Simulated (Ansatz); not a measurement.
RuO₂ (rutile)

```
CELL_PARAMETERS angstrom
      4.52339     0.00000     0.00000
      0.00000     4.52339     0.00000
      0.00000     0.00000     3.11902
ATOMIC_POSITIONS crystal
  Ru 0.50000 0.50000 0.50000
  Ru 0.00000 0.00000 0.00000
  O  0.80567 0.80567 0.50000
  O  0.30567 0.69433 0.00000
  O  0.69433 0.30567 0.00000
  O  0.19433 0.19433 0.50000
```

The slice is a (010) plane (indices of the conventional cell) through the point (0.000, 0.000, 0.000) (fractional), spanned by u = [001] and v = [100] in vectors of this cell: u (3.12 Å) and v (4.52 Å, at 90° to u). It covers one period; positions are fractions (u, v).

Computed with PBE (plane waves to 420 eV, PAW, scalar-relativistic; Ansatz, a first-principles code). k mesh 10×10×15. Inside the PAW spheres the values are not all-electron values, and peaks at nuclei hang on which shells count as valence. RuO2 is run without spin polarisation and with no Hubbard U. RuO2 was relaxed with its symmetry unable to fall.

Question: Predict the map of the valence electron density on the slice.

Answer: 
```
|@@@@@@@@%%**++==--------==++**%%@@@@@@|
|@@@@@@%%##**++============++**##%%@@@@|
|@@@@%%##**++================++**##%%@@|
|%%%%##**++++================++++**##%%|
|##****++========================++****|
|++++================================++|
|====----------============----------==|
|------::::::----------------::::::----|
|::::::::::::::::--------::::::::::::::|
|..............::::::::::::............|
|......................................|
|                  ....                |
|                                      |
|                                      |
|                                      |
|                  ....                |
|......................................|
|..............::::::::::::............|
|::::::::::::::::--------::::::::::::::|
|------::::::----------------::::::----|
|====----------============----------==|
|++++================================++|
|##****++========================++****|
|%%%%##**++++================++++**##%%|
|@@@@%%##**++================++**##%%@@|
|@@@@@@%%##**++============++**##%%@@@@|
|@@@@@@@@%%**++==--------==++**%%@@@@@@|
|@@@@@@@@%%##++==--------==++##%%@@@@@@|
```
Scale: ten equal steps from -1.52 (start of ' ') to 1.00 (end of '@'), in the order ' .:-=+*#%@'. Values: log₁₀ of the valence density in e/Å³. The map has 19 points along u (two characters each, u = 0 at the left) and 28 along v (v = 0 in the bottom row). The scale is logarithmic, as a density can span decades between atoms and voids.
